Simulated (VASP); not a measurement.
Here is a VASP 6.6.1 calculation.

Contents of POSCAR:

```
InP                                     
1.0
    0.0000000000      2.9394456025      2.9394456025
    2.9394456025      0.0000000000      2.9394456025
    2.9394456025      2.9394456025      0.0000000000
  In              P             
     1     1
Direct
     0.0000000000000000    0.0000000000000000    0.0000000000000000
     0.2500000000000000    0.2500000000000000    0.2500000000000000
```

Contents of INCAR.step1:

```
SYSTEM = InP
ALGO = Normal
EDIFF = 1E-5
ENCUT = 520
GGA = PE
ISIF = 2
ISMEAR = 0
KPAR = 2
LASPH = .TRUE.
LCHARG = .FALSE.
LREAL = .FALSE.
LWAVE = .TRUE.
NBANDS = 16
NELM = 80
PREC = Accurate
SIGMA = 0.03
```

File INCAR.step2:

```
SYSTEM = InP
AEXX = 0.25
ALGO = Normal
EDIFF = 1E-6
ENCUT = 520
GGA = PE
HFRCUT = -1
ISIF = 2
ISMEAR = 0
ISTART = 1
KPAR = 2
LASPH = .TRUE.
LCHARG = .FALSE.
LHFCALC = .TRUE.
LREAL = .FALSE.
LWAVE = .FALSE.
NBANDS = 16
NELM = 80
PREC = Accurate
PRECFOCK = Fast
SIGMA = 0.03
```

File KPOINTS:

```
k-points
0
G
  6 6 6
  0 0 0
```

The input KPOINTS_OPT:

```
explicit points
9
Reciprocal
 0.0000000000  0.0000000000  0.0000000000 1
 0.3750000000  0.3750000000  0.7500000000 1
 0.5000000000  0.5000000000  0.5000000000 1
 0.6250000000  0.2500000000  0.6250000000 1
 0.5000000000  0.2500000000  0.7500000000 1
 0.5000000000  0.0000000000  0.5000000000 1
 0.4000000000  0.0000000000  0.4000000000 1
 0.4250000000  0.0000000000  0.4250000000 1
 0.4500000000  0.0000000000  0.4500000000 1
```

Potentials or basis: VASP PAW PBE potentials, release 64 (In_d, P).

The run is started by

```sh
$ cat potpaw_PBE.64/In_d/POTCAR potpaw_PBE.64/P/POTCAR > POTCAR
$ cp INCAR.step1 INCAR
$ mpirun -np 2 vasp_std > vasp.out
$ cp INCAR.step2 INCAR
$ mpirun -np 2 vasp_std > vasp.out
```

Problem. What does it give for the pressure?

Solution. 0.4 GPa.

Problem. What does it give for the band gap on the k mesh?

Solution. 2.06 eV, direct.

Problem. Estimate the band gap along the path.

Solution. 2.06 eV, direct.

Caveat: the PAW data sets were made with another functional, which shifts forces and pressure a little; spin-orbit coupling is left out, which moves the levels of the heavy elements.

**What was measured.**

A printed reference work, data compilation reports, for a bulk crystal of InP at 1.6 K: band gap 1.4236 eV (direct).

Measured gap of InP: 1.4236 eV (direct; 1.6 K; a printed reference work, data compilation). This calculation gives 2.06 eV (+0.64 eV). Spin-orbit coupling on In is left out. The value is that of PBE0, without temperature or zero-point motion.
